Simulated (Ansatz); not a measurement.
# Dielectric response of LiF (001) films, part 2 of 2

How well do thin rocksalt LiF (001) films screen a perpendicular field?

Ansatz 0.2.0; plane-wave DFT, r2SCAN, Ansatz PAW.

So far. Step 16 (Field on, atoms free, 10 atoms, units 5, field -0.05 …): The dipole is -0.0208 e·Å, and the gap on the mesh 7.598 eV.

### Step 17. Response with the atoms relaxed, 10 atoms, units 5

This step: plane-wave DFT, r2SCAN, Ansatz PAW; response to a field along the normal, atoms relaxed (Ansatz 0.2.0).

Local field over the applied field, running mean. From the potentials at -0.05 and 0.05 V/Å; running mean over 2.015 Å, taken twice. Table of local field over applied field by z:

z (Å), local field over applied field and a bar:
```
        5      0.999 ##############################
        6      0.986 ##############################
        7      0.819 ########################
        8      0.496 ##############
        9      0.210 ####
       10      0.074 
       11      0.102 #
       12      0.141 ##
       13      0.135 ##
       14      0.140 ##
       15      0.105 #
       16      0.077 
       17      0.195 ####
       18      0.471 #############
       19      0.805 ########################
       20      0.984 ##############################
       21      0.999 ##############################
```

The induced dipole is that of a conductor 9.26 Å thick.

### Step 18. Relaxation, 16 atoms, units 8

This step: plane-wave DFT, r2SCAN, Ansatz PAW (Ansatz 0.2.0).

System of this step: LiF (001), 8 units. The cell holds 16 atoms: 8 Li and 8 F. Cell: a = 2.850 Å, b = 2.850 Å, c = 32.105 Å, α = 90.0°, β = 90.0°, γ = 90.0°. It derives from LiF (rocksalt LiF). Vacuum lies along c.

The input, input.yaml:

```yaml
crystal:
  lattice:
    - [2.84964033, 0.0, 0.0]
    - [0.0, 2.84964033, 0.0]
    - [0.0, 0.0, 32.105]
  atoms:
    - { symbol: Li, position: [0.5, 0.5, 0.2803301666] }
    - { symbol: F, position: [0.0, 0.0, 0.2803301666] }
    - { symbol: Li, position: [0.0, 0.0, 0.3430929762] }
    - { symbol: F, position: [0.5, 0.5, 0.3430929762] }
    - { symbol: Li, position: [0.5, 0.5, 0.4058557857] }
    - { symbol: F, position: [0.0, 0.0, 0.4058557857] }
    - { symbol: Li, position: [0.0, 0.0, 0.4686185952] }
    - { symbol: F, position: [0.5, 0.5, 0.4686185952] }
    - { symbol: Li, position: [0.5, 0.5, 0.5313814048] }
    - { symbol: F, position: [0.0, 0.0, 0.5313814048] }
    - { symbol: Li, position: [0.0, 0.0, 0.5941442143] }
    - { symbol: F, position: [0.5, 0.5, 0.5941442143] }
    - { symbol: Li, position: [0.5, 0.5, 0.6569070238] }
    - { symbol: F, position: [0.0, 0.0, 0.6569070238] }
    - { symbol: Li, position: [0.0, 0.0, 0.7196698334] }
    - { symbol: F, position: [0.5, 0.5, 0.7196698334] }
kpoints:
  mp_grid: { grid: [10, 10, 1] }
hamiltonian:
  xc: r2scan
scf:
  occupations: { method: fixed }
  convergence: { dr2_threshold: 1.0e-09 }
efield:
  axis: 3
  dipole_correction: true
  ramp_position: 0.97
  ramp_width: 0.06
relax:
  f_tol: 0.003
  max_steps: 100
output:
  write_potential: true
  write_density: true
  volumetric_format: npy
```

Launch:

```
> ansatz run input.yaml --threads 4 --pin off --max-ram 12288MiB --backend cpu --events-out ev --progress --plain --runs-dir out
```

Elapsed: 98 s, on 4 threads of Arm Neoverse V1, shared host; peak memory 1.3 GiB.

Step by step:

```
step  energy less that of the first step (eV)  largest force component (eV/Å)
   1                                   0.0000                          0.3522
   2                                  -0.0209                          0.1278
   3                                  -0.0318                          0.0471
   4                                  -0.0335                          0.0040
   5                                  -0.0336                          0.0019
```

The run keeps the 8 symmetry operations that it works with, so distortions that break them were not tested.

The atoms that moved most (Å):

```
atom     dx     dy      dz  length
Li15  0.000  0.000  -0.159   0.159
 Li1  0.000  0.000   0.159   0.159
 F16  0.000  0.000  -0.098   0.098
  F2  0.000  0.000   0.098   0.098
 F14  0.000  0.000  -0.086   0.086
  F4  0.000  0.000   0.086   0.086
Li13  0.000  0.000  -0.074   0.074
 Li3  0.000  0.000   0.074   0.074
```

Final coordinates:

```cif
data_structure
_symmetry_space_group_name_H-M 'P 1'
_symmetry_Int_Tables_number 1
_cell_length_a 2.8496
_cell_length_b 2.8496
_cell_length_c 32.1050
_cell_angle_alpha 90.000
_cell_angle_beta 90.000
_cell_angle_gamma 90.000
_cell_volume 260.71
loop_
_atom_site_label
_atom_site_type_symbol
_atom_site_fract_x
_atom_site_fract_y
_atom_site_fract_z
_atom_site_occupancy
Li1 Li 0.50000 0.50000 0.28528 1
F2 F 0.00000 0.00000 0.28338 1
Li3 Li 0.00000 0.00000 0.34540 1
F4 F 0.50000 0.50000 0.34577 1
Li5 Li 0.50000 0.50000 0.40744 1
F6 F 0.00000 0.00000 0.40737 1
Li7 Li 0.00000 0.00000 0.46912 1
F8 F 0.50000 0.50000 0.46913 1
Li9 Li 0.50000 0.50000 0.53088 1
F10 F 0.00000 0.00000 0.53087 1
Li11 Li 0.00000 0.00000 0.59256 1
F12 F 0.50000 0.50000 0.59263 1
Li13 Li 0.50000 0.50000 0.65460 1
F14 F 0.00000 0.00000 0.65423 1
Li15 Li 0.00000 0.00000 0.71472 1
F16 F 0.50000 0.50000 0.71662 1
```

Running mean over 2.015 Å of the planar mean; the ramp of the sawtooth is left out. The electron's electrostatic potential energy less the highest filled level by z:

| z (Å) | electron's electrostatic potential energy less the highest filled level (eV) |
| --- | --- |
| 4 | 8.09 |
| 5 | 8.09 |
| 6 | 8.09 |
| 7 | 8.02 |
| 8 | 5.49 |
| 9 | 1.52 |
| 10 | 1.02 |
| 11 | 1.20 |
| 12 | 1.07 |
| 13 | 1.26 |
| 14 | 1.06 |
| 15 | 1.25 |
| 16 | 1.06 |
| 17 | 1.25 |
| 18 | 1.06 |
| 19 | 1.26 |
| 20 | 1.07 |
| 21 | 1.21 |
| 22 | 0.996 |
| 23 | 1.45 |
| 24 | 4.81 |
| 25 | 7.99 |
| 26 | 8.08 |
| 27 | 8.09 |
| 28 | 8.09 |

The relaxation took 5 steps and lowered the energy by 0.034 eV; the largest force on the free atoms ends at 0.0019 eV/Å.

The gap is 7.72 eV, with the valence edge 8.09 eV and the conduction edge 0.37 eV under the upper vacuum level.

### Step 19. The series together

Times are for 4 threads of Arm Neoverse V1, shared host. The runs compared:

```
no.  units  gap by band count (eV)  ionisation energy, upper face (eV)  electron affinity, upper face (eV)  time  memory (GiB)
  1      3                   7.684                               8.068                              0.3840  24 s          0.78
  2      5                   7.719                               8.087                              0.3688  43 s          0.96
  3      8                   7.720                               8.088                              0.3678  98 s           1.3
```

The runs together. The valence density, planar mean by z:

```csv
z (Å),3 (e/Å³),5 (e/Å³),8 (e/Å³)
6.0,3.7e-5,3.6e-5,3.2e-5
6.5,2.3e-4,2.1e-4,1.8e-4
7.0,0.00130,0.00117,9.9e-4
7.5,0.00747,0.00671,0.00560
8.0,0.0473,0.0424,0.0347
8.5,0.368,0.326,0.261
9.0,1.50,1.45,1.38
9.5,0.480,0.563,0.688
10.0,0.113,0.117,0.124
10.5,0.395,0.352,0.292
11.0,1.52,1.49,1.42
11.5,0.455,0.531,0.650
12.0,0.112,0.117,0.124
12.5,0.417,0.374,0.310
13.0,1.49,1.47,1.42
13.5,0.415,0.490,0.603
14.0,0.0526,0.114,0.118
14.5,0.00840,0.417,0.338
15.0,0.00143,1.48,1.46
15.5,2.4e-4,0.443,0.540
16.0,4.5e-5,0.115,0.117
16.5,1.1e-5,0.448,0.355
17.0,7.8e-6,1.50,1.51
17.5,2.5e-6,0.423,0.517
18.0,0,0.0545,0.117
18.5,-4.9e-6,0.00826,0.381
19.0,-2.2e-6,0.00145,1.47
19.5,0,2.6e-4,0.490
20.0,4.3e-6,4.8e-5,0.115
20.5,2.4e-6,9.5e-6,0.426
21.0,0,1.5e-6,1.46
21.5,-3.8e-6,0,0.444
```

### Step 20. The relaxed film, single point, 16 atoms, units 8

The input, input.yaml:

```yaml
crystal:
  lattice:
    - [2.84964033, 0.0, 0.0]
    - [0.0, 2.84964033, 0.0]
    - [0.0, 0.0, 32.105]
  atoms:
    - { symbol: Li, position: [0.5, 0.5, 0.2852781825] }
    - { symbol: F, position: [0.0, 0.0, 0.283377044] }
    - { symbol: Li, position: [0.0, 0.0, 0.3453973806] }
    - { symbol: F, position: [0.5, 0.5, 0.3457748281] }
    - { symbol: Li, position: [0.5, 0.5, 0.407435654] }
    - { symbol: F, position: [0.0, 0.0, 0.4073701682] }
    - { symbol: Li, position: [0.0, 0.0, 0.4691190073] }
    - { symbol: F, position: [0.5, 0.5, 0.4691336121] }
    - { symbol: Li, position: [0.5, 0.5, 0.5308809929] }
    - { symbol: F, position: [0.0, 0.0, 0.5308663881] }
    - { symbol: Li, position: [0.0, 0.0, 0.592564346] }
    - { symbol: F, position: [0.5, 0.5, 0.5926298319] }
    - { symbol: Li, position: [0.5, 0.5, 0.6546026193] }
    - { symbol: F, position: [0.0, 0.0, 0.6542251718] }
    - { symbol: Li, position: [0.0, 0.0, 0.7147218174] }
    - { symbol: F, position: [0.5, 0.5, 0.7166229558] }
kpoints:
  mp_grid: { grid: [10, 10, 1] }
hamiltonian:
  xc: r2scan
scf:
  occupations: { method: fixed }
  convergence: { dr2_threshold: 1.0e-09 }
efield:
  axis: 3
  dipole_correction: true
  ramp_position: 0.97
  ramp_width: 0.06
output:
  eigenvalues: true
  dos: { projected: true, e_range: [-7, 7] }
  write_potential: true
  write_density: true
  volumetric_format: npy
checkpoint:
  write: end8.run
  compress: false
  write_wavefunctions: false
```

Wall time 32 s (4 threads); peak memory 1.3 GiB.

Running mean over 2.015 Å of the planar mean; the ramp of the sawtooth is left out. The electron's electrostatic potential energy less the highest filled level by z:

(Unchanged from step 18.)

The gap is 7.72 eV, with the valence edge 8.09 eV and the conduction edge 0.37 eV under the upper vacuum level.

### Step 21. Atoms held, 16 atoms, units 8, field 0.05 V/Å

Edit input.yaml of step 20 so:

```diff
@@ -28,3 +28,3 @@
   occupations: { method: fixed }
-  convergence: { dr2_threshold: 1.0e-09 }
+  convergence: { dr2_threshold: 1.0e-10 }
 efield:
@@ -34,5 +34,4 @@
   ramp_width: 0.06
+  amplitude: 0.05
 output:
-  eigenvalues: true
-  dos: { projected: true, e_range: [-7, 7] }
   write_potential: true
@@ -40,5 +39 @@
   volumetric_format: npy
-checkpoint:
-  write: end8.run
-  compress: false
-  write_wavefunctions: false
```

Wall time 33 s (4 threads); peak memory 1.3 GiB; 2.2 min of CPU time.

The dipole is 0.0184 e·Å, and the gap on the mesh 7.273 eV.

### Step 22. Atoms held, 16 atoms, units 8, field -0.05 V/Å

Edit input.yaml of step 21 so:

```diff
@@ -34,3 +34,3 @@
   ramp_width: 0.06
-  amplitude: 0.05
+  amplitude: -0.05
 output:
```

Elapsed: 33 s, on 4 threads; peak memory 1.3 GiB; 2.2 min of CPU time.

The dipole is -0.0184 e·Å, and the gap on the mesh 7.273 eV.

### Step 23. Response with the atoms held, 16 atoms, units 8

This step: plane-wave DFT, r2SCAN, Ansatz PAW; response to a field along the normal, atoms held (Ansatz 0.2.0).

Local field over the applied field, running mean. From the potentials at -0.05 and 0.05 V/Å; running mean over 2.015 Å, taken twice. Table of local field over applied field by z:

```
z (Å)  local field over applied field
    5                           0.999
    6                           0.990
    7                           0.917
    8                           0.723
    9                           0.537
   10                           0.490
   11                           0.501
   12                           0.505
   13                           0.504
   14                           0.504
   15                           0.504
   16                           0.504
   17                           0.504
   18                           0.504
   19                           0.504
   20                           0.505
   21                           0.502
   22                           0.490
   23                           0.525
   24                           0.699
   25                           0.902
   26                           0.987
   27                           0.999
```

The induced dipole is that of a conductor 8.20 Å thick.

### Step 24. Field on, atoms free, 16 atoms, units 8, field 0.05 V/Å

This step: plane-wave DFT, r2SCAN, Ansatz PAW (Ansatz 0.2.0).

Edit input.yaml of step 22 so:

```diff
@@ -34,3 +34,6 @@
   ramp_width: 0.06
-  amplitude: -0.05
+  amplitude: 0.05
+relax:
+  f_tol: 0.0006
+  max_steps: 70
 output:
```

It took 79 s on 4 threads; peak memory 1.3 GiB; 5.1 min of CPU time.

The relaxation took 4 steps and lowered the energy by 3.5e-4 eV; the largest force on the free atoms ends at 3.9e-4 eV/Å.

The dipole is 0.0324 e·Å, and the gap on the mesh 7.559 eV.

### Step 25. Field on, atoms free, 16 atoms, units 8, field -0.05 V/Å

Edit input.yaml of step 24 so:

```diff
@@ -34,3 +34,3 @@
   ramp_width: 0.06
-  amplitude: 0.05
+  amplitude: -0.05
 relax:
```

The job ended after 78 s (4 threads; peak memory 1.3 GiB; 5 min of CPU time).

The relaxation took 4 steps and lowered the energy by 3.5e-4 eV; the largest force on the free atoms ends at 3.9e-4 eV/Å.

The dipole is -0.0324 e·Å, and the gap on the mesh 7.559 eV.

### Step 26. Response with the atoms relaxed, 16 atoms, units 8

This step: plane-wave DFT, r2SCAN, Ansatz PAW; response to a field along the normal, atoms relaxed (Ansatz 0.2.0).

Local field over the applied field, running mean. From the potentials at -0.05 and 0.05 V/Å; running mean over 2.015 Å, taken twice. Local field over applied field against z:

```csv
z (Å),local field over applied field
4.5,1.000
5.0,0.999
5.5,0.997
6.0,0.988
6.5,0.942
7.0,0.828
7.5,0.700
8.0,0.517
8.5,0.331
9.0,0.224
9.5,0.110
10.0,0.0711
10.5,0.0902
11.0,0.0987
11.5,0.132
12.0,0.144
12.5,0.139
13.0,0.134
13.5,0.129
14.0,0.128
14.5,0.129
15.0,0.131
15.5,0.132
16.0,0.132
16.5,0.132
17.0,0.131
17.5,0.129
18.0,0.128
18.5,0.128
19.0,0.133
19.5,0.138
20.0,0.143
20.5,0.139
21.0,0.104
21.5,0.0906
22.0,0.0760
22.5,0.0900
23.0,0.199
23.5,0.307
24.0,0.472
24.5,0.669
25.0,0.803
25.5,0.920
26.0,0.984
26.5,0.996
27.0,0.999
27.5,1.000
```

The induced dipole is that of a conductor 14.43 Å thick.

### Step 27. Electronic ε from the series

This step: plane-wave DFT, r2SCAN, Ansatz PAW; permittivity from the thickness series, atoms held (Ansatz 0.2.0).

Each added layer adds t(1 − 1/ε) to the dipole term, so the slope against thickness gives ε without a choice of where the film ends.

This step gave:

* slope: 0.4956
* intercept of the fit: 1.307 Å
* ε of the interior: 1.983

Equivalent conductor thickness against distance between the outer atoms:

```csv
distance between the outer atoms (Å),equivalent conductor thickness (Å)
4.00,3.29
7.96,5.25
13.91,8.2
```

By hand, from the thinnest and the thickest film: slope = (8.200 − 3.288) / (13.909 − 3.998) = 0.496, so ε = 1/(1 − 0.496) = 1.98.

### Step 28. Static ε from the series

This step: plane-wave DFT, r2SCAN, Ansatz PAW; permittivity from the thickness series, atoms relaxed (Ansatz 0.2.0).

The same fit for the relaxed films. The nearer its slope lies to 1, the more ε hangs on small errors.

This step gave:

| Item | Value |
| --- | --- |
| slope | 0.8669 |
| intercept of the fit | 2.369 Å |
| ε of the interior | 7.515 |

The equivalent conductor thickness by distance between the outer atoms:

```
distance between the outer atoms (Å)  equivalent conductor thickness (Å)
                                4.00                                5.84
                                7.96                                9.26
                               13.91                                14.4
```

By hand, from the thinnest and the thickest film: slope = (14.431 − 5.840) / (13.910 − 3.998) = 0.867, so ε = 1/(1 − 0.867) = 7.50. One nm of such a film has the capacitance of 3.9/7.50 = 0.52 nm of SiO₂ (its equivalent oxide thickness).

### Step 29. The same run with other settings

This step: plane-wave DFT, r2SCAN, Ansatz PAW, but for the change named below (Ansatz 0.2.0).

System of this step: LiF (001), 3 units. The cell holds 6 atoms: 3 Li and 3 F. Cell: a = 2.850 Å, b = 2.850 Å, c = 22.030 Å, α = 90.0°, β = 90.0°, γ = 90.0°. It derives from LiF (rocksalt LiF). Vacuum lies along c.

A run with a changed input: it repeats the earlier run at 0.05 V/Å, 3 units with magnetization to spin_polarized: true and accuracy to medium.

input.yaml, the sections that differ from step 25:

```yaml
crystal:
  lattice:
    - [2.84964033, 0.0, 0.0]
    - [0.0, 2.84964033, 0.0]
    - [0.0, 0.0, 22.03]
  atoms:
    - { symbol: Li, position: [0.5, 0.5, 0.4119179558], spin: 1.0 }
    - { symbol: F, position: [0.0, 0.0, 0.4092691628], spin: 2.0 }
    - { symbol: Li, position: [0.0, 0.0, 0.5000000012], spin: 3.0 }
    - { symbol: F, position: [0.5, 0.5, 0.4999999989], spin: 2.0 }
    - { symbol: Li, position: [0.5, 0.5, 0.5880820451], spin: 1.0 }
    - { symbol: F, position: [0.0, 0.0, 0.5907308362], spin: 3.0 }
efield:
  axis: 3
  dipole_correction: true
  ramp_position: 0.97
  ramp_width: 0.06
  amplitude: 0.05
magnetization:
  spin_polarized: true
accuracy: medium
# kpoints, hamiltonian, scf, output: as in step 25
# relax: removed
```

It took 0.08 s on 4 threads; peak memory 0.074 GiB.

The input was rejected at the start.

The program's message: “Error: inconsistent input (scf.occupations.method, magnetization): a σ = 0 step fill (method: fixed, or a smearing width below the step floor) with no hard lock on the total moment puts the same N_el/ …”

### Step 30. Varying the input

This step: plane-wave DFT, r2SCAN, Ansatz PAW (Ansatz 0.2.0).

Another changed input: it repeats the earlier run at 0.05 V/Å, 3 units with kpoints.mp_grid.grid from [10, 10, 1] to [7, 7, 1].

input.yaml, the sections that differ from step 29:

```yaml
crystal:
  lattice:
    - [2.84964033, 0.0, 0.0]
    - [0.0, 2.84964033, 0.0]
    - [0.0, 0.0, 22.03]
  atoms:
    - { symbol: Li, position: [0.5, 0.5, 0.4119179558] }
    - { symbol: F, position: [0.0, 0.0, 0.4092691628] }
    - { symbol: Li, position: [0.0, 0.0, 0.5000000012] }
    - { symbol: F, position: [0.5, 0.5, 0.4999999989] }
    - { symbol: Li, position: [0.5, 0.5, 0.5880820451] }
    - { symbol: F, position: [0.0, 0.0, 0.5907308362] }
kpoints:
  mp_grid: { grid: [7, 7, 1] }
# hamiltonian, scf, efield, output: as in step 29
# magnetization: removed
# accuracy: removed
```

Wall time 4.5 s (4 threads); peak memory 0.69 GiB; 17 s of CPU time.

```csv
quantity,this run,earlier run,difference
dipole along the normal (e·Å),0.007378,0.007378,-1.2e-7
gap on the k-mesh (eV),7.512,7.504,0.0073
```

Nothing in the table moves by 0.01 in its unit (for the dipole 0.5 % and 5e-5 e·Å). The run took 10 SCF cycles against 8.

The change did no harm here.

### Step 31. Results

| Item | Value |
| --- | --- |
| electronic ε from the thickness series | 1.98 |
| static ε from the thickness series | 7.51 |
| local electronic ε, middle of 8 units | 1.98 |

The films give an electronic ε of 1.98 and a static ε of 7.51. The slope of the series and the field inside the thickest film give 1.98 and 1.98, in agreement. Ions raise ε from 1.98 to 7.51. The in-plane lattice constants are held at typed bulk values. Semilocal functionals tend to overestimate the electronic ε a little.

[Logs are printed without paths, hosts, clocks, repeated set-up lines and the standing remarks that a program may print on its own settings, such as how far it seeks lower states.]

[Hosts, paths, dates, database ids (printed as entryN), source tags and the programs' standing remarks are cut or masked in the printed files.]

[Maps of the electrostatic potential energy from Ansatz leave out the sawtooth potential of an applied field or a dipole correction, so their vacuum need not be flat; planar profiles and work functions include it.]
